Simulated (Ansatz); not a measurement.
# Cu (Fm-3m) in Ansatz: settings compared

Aim: see how the results for Cu move with the level of theory and the settings. Levels: exchange-only PBE, PBE. Tasks: band structure.

All numbers are computed with Ansatz 0.2.0; they aren't measurements. Logs are shortened: lines on timing, memory, paths and dates and some standing lists are left out, and cuts for length are marked.

## (1) Starting point

Symmetry: Fm-3m, No. 225, cubic system. Conventional cell: a = 3.615 Å, b = 3.615 Å, c = 3.615 Å, α = 90.00°, β = 90.00°, γ = 90.00°. Around Cu (site symmetry m-3m) lie 12 Cu at 2.56 Å.

## (2) Band structure, exchange-only PBE

input.yaml reads:

```yaml
crystal:
  lattice:
    - [0.0, 1.8075, 1.8075]
    - [1.8075, 0.0, 1.8075]
    - [1.8075, 1.8075, 0.0]
  atoms:
    - { symbol: Cu, position: [0.0, 0.0, 0.0] }
hamiltonian:
  xc: { exchange: pbe, correlation: none }
  pseudopotentials: { kind: paw }
kpoints:
  mp_grid: { grid: [13, 13, 13] }
  band_path:
    path:
      - [[0.0, 0.0, 0.0], [0.5, 0.0, 0.5], [0.5, 0.25, 0.75], [0.375, 0.375, 0.75], [0.0, 0.0, 0.0], [0.5, 0.5, 0.5], [0.625, 0.25, 0.625], [0.5, 0.25, 0.75], [0.5, 0.5, 0.5], [0.375, 0.375, 0.75]]
      - [[0.625, 0.25, 0.625], [0.5, 0.0, 0.5]]
    npoints: 14
scf:
  occupations: { method: fermi_dirac, width: 0.05 }
  n_extra_bands: 6
output:
  forces: true
  stress: true
  eigenvalues: true
  fatbands: false
```

Potentials or basis: Ansatz PAW.

Started as:

```console
ansatz run input.yaml --threads 2 --pin off --max-ram 5120MiB --backend cpu --events-out ev --progress --plain --runs-dir out
```

Output:

```text
Warning: RAYON_NUM_THREADS=2 ignored (pool sized by the plan → 2); use --threads N
scf.n_extra_bands = 6 over 10 filled bands (N_el = 19.0): the run solves 16 bands
Engine: ansatz 0.2.0, x86_64-unknown-linux-gnu
Pseudopotentials: kind: paw
Pseudopotential: Cu, paw, valence charge 19, recommended cutoff 420 eV (normal), Cu.paw.azcp
Functional definition: unnamed
  exchange = pbe_x
  correlation = 0
Crystal: 1 atoms, lattice volume = 11.810 Å³
Basis set: ecut = 420 eV, 259 PW (Γ), exchange–correlation on 36×36×36 points (8 copies of the dense FFT grid, shifted against one another)
Bands: 16, of which v1, the nominal top of the filled ones, is band 10 counted from 1 (9 counted from 0)
Symmetry: 48 space group operations
Space group: Fm-3m (ITA 225), of the structure as read, at distance tolerance 2.3e-5 Å
k-points: 84 of 2197
Non-local potential: Cu, projectors of the file, l = 0: 3, l = 1: 2, l = 2: 3, l = 3: 1
PAW form: soft (Blöchl's): semilocal exchange-correlation on the pseudo side does not see the compensation charge
PAW frozen core: Cu, regenerated for the run's functional, and the local potential with it (the file was generated under x = pbe(κ = 0.804, μ = 0.2195149727645171), c = pbe(β = 0.06672455060314922))
PAW one-centre angular grid: Cu, 590 points (default); XC on 64 Gauss nodes
Initial density: superposition of atomic densities (neutral atoms: chi_scale 0, normalization atom), corrected by the library's trained network
Initial wavefunctions: pseudopotential atomic-orbital guess
Functional: x = pbe(κ = 0.804, μ = 0.2195149727645171), c = none
SCF iter   1: F=—  HF=-6587.089865 eV  |F-HF|=—  |Δ(HF+E_count)|=         —  Δρ=1.10e-2  dr2=5.15e-3  ethr=1.77e-3  ⟨swp⟩=5.6  Hψ=6644  notcnv=0  defer=4
preconditioner: auto → none  [metal: Δε(μ)=0.056 eV  Ē_g=21.804 eV  σ=0.050 eV  W_gap=0.26  n_scr=0 (ndim 8)  ℏωp=35.8 eV  f_vac=0.000  D(μ)=0.30/eV (n_scr^D=0)]
SCF iter   2: F=—  HF=-6587.087320 eV  |F-HF|=—  |Δ(HF+E_count)|=   2.55e-3  Δρ=3.65e-3  dr2=1.27e-3  ethr=2.71e-5  ⟨swp⟩=2.6  Hψ=3052  notcnv=0  defer=140
SCF iter   3: F=—  HF=-6587.087281 eV  |F-HF|=—  |Δ(HF+E_count)|=   3.82e-5  Δρ=1.14e-3  dr2=1.10e-4  ethr=6.67e-6  ⟨swp⟩=1.1  Hψ=1264  notcnv=0  defer=140
SCF iter   4: F=—  HF=-6587.087328 eV  |F-HF|=—  |Δ(HF+E_count)|=   4.67e-5  Δρ=1.69e-4  dr2=2.00e-6  ethr=5.78e-7  ⟨swp⟩=2.7  Hψ=1779  notcnv=0  defer=140
SCF iter   5: F=—  HF=-6587.087327 eV  |F-HF|=—  |Δ(HF+E_count)|=   6.35e-7  Δρ=7.49e-6  dr2=2.31e-9  ethr=1.05e-8  ⟨swp⟩=2.0  Hψ=1674  notcnv=0  defer=140
SCF iter   6: F=-6587.087327 eV  HF=-6587.087327 eV  |F-HF|=1.73e-10  |Δ(HF+E_count)|=   6.50e-9  Δρ=1.18e-6  dr2=4.79e-11  ethr=1.22e-11  ⟨swp⟩=5.2  Hψ=5308  notcnv=0
SCF 1 converged in 6 iterations: F = -6587.087327 eV  dr2 = 4.79e-11
NSCF: frozen V_eff on 142 k-points
SCF converged after 6 iterations
Free energy (F): -6587.087327 eV
Harris-Foulkes:  -6587.087327 eV  (|F-HF|=1.73e-10)
Internal energy: -6587.084742 eV  (E = F + TS)
E sigma→0 (E₀):  -6587.086035 eV
Entropy (-TS):   -0.002585 eV (-2.585 meV/atom)
Fermi energy:    18.664713 eV
--- Per-component energies (eV) ---
  E_band       = -326.898006
  E_kinetic    = 300.804225
  E_local      = -4040.546789  (includes V_loc(G=0)·N_el)
  E_nonlocal   = 380.342971
  E_hartree    = 1784.966252
  E_xc         = -81.783652
  E_vxc        = -105.844533  (∫ρ·V_xc dr)
  E_paw        = -1634.424947  (= ΣΔE_a)
  E_vpaw       = -431.586319  (= ΣTr[D̂ρ^β])
  E_aug_tail   = 0.000274  (compensation charges beyond the density's cutoff)
  E_ewald      = -3296.453696
  E_core_change = 0.010619  (= ΣΔE_core)
  E_smearing   = -0.002585  (= −TS)
  E_closure    = 0.000000  (closes the sum)
  Σ components = -6587.087327   (vs F -6587.087327, Δ=0.00e0)
--- Forces (eV/Å), atoms counted from 1 ---
  atom   1  Cu    -0.00000000     0.00000000     0.00000000
  max |Σ_I F_I| component: 3.70e-32 eV/Å
--- Stress (GPa, compression-positive) ---
       23.354856       0.000000      -0.000000
        0.000000      23.354856      -0.000000
        0.000000       0.000000      23.354856
  P = ⅓ Tr σ = 23.3549 GPa (233.549 kbar)
--- Band table (eV; the first three rows and the last of 84) ---
  k-point 0: bands = ["-93.9947", "-51.3652", "-51.3652", "-51.3652", "9.1003", "15.4088", "15.4088", "15.4088", "16.2368", "16.2368", "41.3160", "43.4631", "43.4631", "43.4631", "46.1761", "46.1761"]
  k-point 1: bands = ["-93.9939", "-51.3714", "-51.3661", "-51.3661", "9.3163", "15.3641", "15.4493", "15.4493", "16.2216", "16.2216", "39.6949", "42.0325", "42.8812", "42.8812", "47.0700", "47.0700"]
  k-point 2: bands = ["-93.9916", "-51.3886", "-51.3687", "-51.3687", "9.9491", "15.2555", "15.5367", "15.5367", "16.2082", "16.2082", "35.7757", "41.7389", "41.9749", "41.9749", "48.0963", "48.5926"]
  k-point 83: bands = ["-93.9763", "-51.4420", "-51.4331", "-51.4058", "14.3185", "14.7799", "15.0225", "16.2124", "16.9417", "23.3655", "25.3294", "27.3127", "27.6590", "45.6718", "46.3859", "48.5823"]
```

Run time: 0.51 s. Hardware: 2 threads of AMD EPYC 9B45 (Zen 5), shared host; peak memory 0.34 GiB.

Results:

* Free energy: -6587.0873 eV
* Pressure: 23.4 GPa
* Band gap on the k mesh: none (metal or under the smearing width)

Levels at the corners of the path, in eV from the Fermi level:
```tsv
point	band 6	band 7	band 8	band 9	band 10	band 11	band 12	band 13
Γ	-3.26	-3.26	-3.26	-2.43	-2.43	22.65	24.80	24.80
X	-4.65	-1.87	-1.69	-1.69	1.31	6.90	12.77	12.77
W	-3.75	-3.75	-2.47	-1.69	6.02	6.02	8.26	8.37
K	-4.29	-2.98	-2.29	-1.89	4.15	5.55	7.58	14.83
Γ	-3.26	-3.26	-3.26	-2.43	-2.43	22.65	24.80	24.80
L	-3.29	-3.29	-1.84	-1.84	-1.12	3.50	21.18	21.53
U	-4.29	-2.98	-2.29	-1.89	4.15	5.55	7.58	14.83
W	-3.75	-3.75	-2.47	-1.69	6.02	6.02	8.26	8.37
L	-3.29	-3.29	-1.84	-1.84	-1.12	3.50	21.18	21.53
K	-4.29	-2.98	-2.29	-1.89	4.15	5.55	7.58	14.83
U	-4.29	-2.98	-2.29	-1.89	4.15	5.55	7.58	14.83
X	-4.65	-1.87	-1.69	-1.69	1.31	6.90	12.77	12.77
```

Caveat: so large a pressure means that the cell lies far from this level's equilibrium, or that cutoff or potentials fall short; the PAW data sets come from PBE, with cores solved anew for the run's functional, which leaves a small shift of forces and pressure.

## (3) Band structure, PBE

Changes to input.yaml since step 2:

```diff
@@ -8,4 +8,4 @@
 hamiltonian:
-  xc: { exchange: pbe, correlation: none }
-  pseudopotentials: { kind: paw }
+  xc: pbe
+  pseudopotentials: { kind: paw, partial_waves: polarizable }
 kpoints:
@@ -24,2 +24,2 @@
   eigenvalues: true
-  fatbands: false
+  fatbands: true
```

Potentials or basis: Ansatz PAW polarizable.

Started as:

```console
ansatz run input.yaml --threads 2 --pin off --max-ram 5120MiB --backend cpu --events-out ev --progress --plain --runs-dir out
```

Output:

```text
Warning: RAYON_NUM_THREADS=2 ignored (pool sized by the plan → 2); use --threads N
scf.n_extra_bands = 6 over 10 filled bands (N_el = 19.0): the run solves 16 bands
[... 3 set-up lines as earlier in the session ...]
Functional definition: PBE
  parameter kappa = 0.804
  parameter beta = 0.06672455060314922
  exchange = pbe_x(kappa = kappa, mu = beta*pi^2/3)
  correlation = pbe_c(beta = beta)
Crystal: 1 atoms, lattice volume = 11.810 Å³
Basis set: ecut = 420 eV, 259 PW (Γ), exchange–correlation on 36×36×36 points (8 copies of the dense FFT grid, shifted against one another)
Bands: 16, of which v1, the nominal top of the filled ones, is band 10 counted from 1 (9 counted from 0)
[... 2 set-up lines as earlier in the session ...]
k-points: 84 of 2197
[... 5 set-up lines as earlier in the session ...]
Functional: x = pbe(κ = 0.804, μ = 0.2195149727645171), c = pbe(β = 0.06672455060314922)
Partial waves of Cu: polarizable
SCF iter   1: F=—  HF=-6625.175690 eV  |F-HF|=—  |Δ(HF+E_count)|=         —  Δρ=7.23e-4  dr2=1.38e-5  ethr=1.77e-3  ⟨swp⟩=5.6  Hψ=6614  notcnv=0  defer=7
preconditioner: auto → none  [insulator: Δε(μ)=0.196 eV  Ē_g=21.774 eV  σ=0.050 eV  W_gap=0.53  n_scr=0 (ndim 8)  ℏωp=35.8 eV  f_vac=0.000  D(μ)=0.32/eV (n_scr^D=0)  ε∞_Penn≈3.7]
SCF iter   2: F=—  HF=-6625.175799 eV  |F-HF|=—  |Δ(HF+E_count)|=   1.09e-4  Δρ=3.90e-4  dr2=5.04e-6  ethr=7.27e-8  ⟨swp⟩=3.1  Hψ=3205  notcnv=0  defer=34
SCF iter   3: F=—  HF=-6625.175811 eV  |F-HF|=—  |Δ(HF+E_count)|=   1.23e-5  Δρ=1.52e-4  dr2=6.84e-7  ethr=2.65e-8  ⟨swp⟩=2.0  Hψ=1622  notcnv=0  defer=34
iter 4 did not close the SCF: its close was put off for the readings that it lacked (scf_convergence_deferred on its scf_iter line)
SCF iter   4: F=-6625.175813 eV  HF=-6625.175813 eV  |F-HF|=1.33e-9  |Δ(HF+E_count)|=   1.86e-6  Δρ=8.20e-6  dr2=1.52e-9  ethr=3.60e-9  ⟨swp⟩=2.2  Hψ=1633  notcnv=0  defer=34
iter 5 did not close the SCF: its close was put off for the readings that it lacked (scf_convergence_deferred on its scf_iter line)
SCF iter   5: F=-6625.175813 eV  HF=-6625.175813 eV  |F-HF|=1.31e-9  |Δ(HF+E_count)|=   4.43e-9  Δρ=2.06e-6  dr2=1.75e-10  ethr=8.01e-12  ⟨swp⟩=2.0  Hψ=1925  notcnv=0  defer=34
SCF iter   6: F=-6625.175813 eV  HF=-6625.175813 eV  |F-HF|=1.82e-12  |Δ(HF+E_count)|=  1.10e-10  Δρ=4.98e-8  dr2=8.81e-14  ethr=1.00e-12  ⟨swp⟩=4.1  Hψ=4958  notcnv=0
SCF 1 converged in 6 iterations: F = -6625.175813 eV  dr2 = 8.81e-14
NSCF: frozen V_eff on 142 k-points
SCF converged after 6 iterations
Free energy (F): -6625.175813 eV
Harris-Foulkes:  -6625.175813 eV  (|F-HF|=1.82e-12)
Internal energy: -6625.173100 eV  (E = F + TS)
E sigma→0 (E₀):  -6625.174456 eV
Entropy (-TS):   -0.002713 eV (-2.713 meV/atom)
Fermi energy:    16.946938 eV
--- Per-component energies (eV) ---
  E_band       = -359.426621
  E_kinetic    = 299.940313
  E_local      = -4050.170570  (includes V_loc(G=0)·N_el)
  E_nonlocal   = 389.683539
  E_hartree    = 1784.166815
  E_xc         = -89.597961
  E_vxc        = -115.627694  (∫ρ·V_xc dr)
  E_paw        = -1662.741834  (= ΣΔE_a)
  E_vpaw       = -451.586144  (= ΣTr[D̂ρ^β])
  E_aug_tail   = 0.000295  (compensation charges beyond the density's cutoff)
  E_ewald      = -3296.453696
  E_smearing   = -0.002713  (= −TS)
  E_closure    = -0.000000  (closes the sum)
  Σ components = -6625.175813   (vs F -6625.175813, Δ=0.00e0)
--- Forces (eV/Å), atoms counted from 1 ---
  atom   1  Cu    -0.00000000     0.00000000     0.00000000
  max |Σ_I F_I| component: 4.52e-32 eV/Å
--- Stress (GPa, compression-positive) ---
        1.667439       0.000000       0.000000
        0.000000       1.667439      -0.000000
        0.000000       0.000000       1.667439
  P = ⅓ Tr σ = 1.6674 GPa (16.674 kbar)
--- Band table (eV; the first three rows and the last of 84) ---
  k-point 0: bands = ["-95.8137", "-53.1253", "-53.1253", "-53.1253", "7.3572", "13.7616", "13.7616", "13.7616", "14.5943", "14.5943", "39.3746", "41.8734", "41.8734", "41.8734", "44.3780", "44.3780"]
  k-point 1: bands = ["-95.8128", "-53.1314", "-53.1262", "-53.1262", "7.5727", "13.7161", "13.8020", "13.8020", "14.5790", "14.5790", "37.8875", "40.2410", "41.2610", "41.2610", "45.2970", "45.2970"]
  k-point 2: bands = ["-95.8106", "-53.1485", "-53.1287", "-53.1287", "8.2046", "13.6044", "13.8891", "13.8891", "14.5647", "14.5647", "34.0297", "39.8390", "40.3439", "40.3439", "46.2138", "46.7717"]
  k-point 83: bands = ["-95.7955", "-53.2013", "-53.1925", "-53.1655", "12.6392", "13.1138", "13.3546", "14.5661", "15.2838", "21.6300", "23.5889", "25.5611", "26.0284", "43.8730", "44.6915", "46.8643"]
```

bands.tsv:

```text
# k_distance	band_0	band_1	band_2	band_3	band_4	band_5	band_6	band_7	band_8	band_9	band_10	band_11	band_12	band_13	band_14	band_15
# fermi_ev = 16.946938
[... 157 lines left out ...]
11.025445	-112.742290	-70.173460	-70.114674	-70.112966	-5.029807	-4.575025	-1.819885	-1.752079	-1.641055	1.459778	6.948830	12.035255	12.941233	17.822698	20.504978	41.352998
11.069338	-112.742271	-70.173936	-70.113948	-70.113185	-5.047996	-4.585820	-1.806309	-1.687212	-1.635879	1.355070	6.935127	12.453423	12.885648	17.613550	20.221409	41.692730
11.113232	-112.742271	-70.174224	-70.113515	-70.113323	-5.059027	-4.592335	-1.798076	-1.645932	-1.632772	1.289883	6.926830	12.738346	12.852102	17.446865	20.058347	41.920497
11.157125	-112.742271	-70.174319	-70.113369	-70.113369	-5.062720	-4.594513	-1.795317	-1.631735	-1.631735	1.267717	6.924072	12.840905	12.840905	17.382075	20.005650	42.001471
```

Run time: 0.55 s. Hardware: 2 threads of AMD EPYC 9B45 (Zen 5), shared host; peak memory 0.37 GiB.

Results:

```yaml
Free_energy: -6625.1758 eV
Pressure: 1.7 GPa
Band_gap_on_the_k_mesh: none (metal or under the smearing width)
```

Levels at the corners of the path, in eV from the Fermi level:
```csv
point,band 6,band 7,band 8,band 9,band 10,band 11,band 12,band 13
Γ,-3.19,-3.19,-3.19,-2.35,-2.35,22.43,24.93,24.93
X,-4.59,-1.80,-1.63,-1.63,1.27,6.92,12.84,12.84
W,-3.70,-3.70,-2.40,-1.63,6.00,6.00,8.12,8.57
K,-4.24,-2.93,-2.22,-1.83,4.13,5.53,7.63,14.91
Γ,-3.19,-3.19,-3.19,-2.35,-2.35,22.43,24.93,24.93
L,-3.22,-3.22,-1.78,-1.78,-1.23,3.57,20.91,21.75
U,-4.24,-2.93,-2.22,-1.83,4.13,5.53,7.63,14.91
W,-3.70,-3.70,-2.40,-1.63,6.00,6.00,8.12,8.57
L,-3.22,-3.22,-1.78,-1.78,-1.23,3.57,20.91,21.75
K,-4.24,-2.93,-2.22,-1.83,4.13,5.53,7.63,14.91
U,-4.24,-2.93,-2.22,-1.83,4.13,5.53,7.63,14.91
X,-4.59,-1.80,-1.63,-1.63,1.27,6.92,12.84,12.84
```
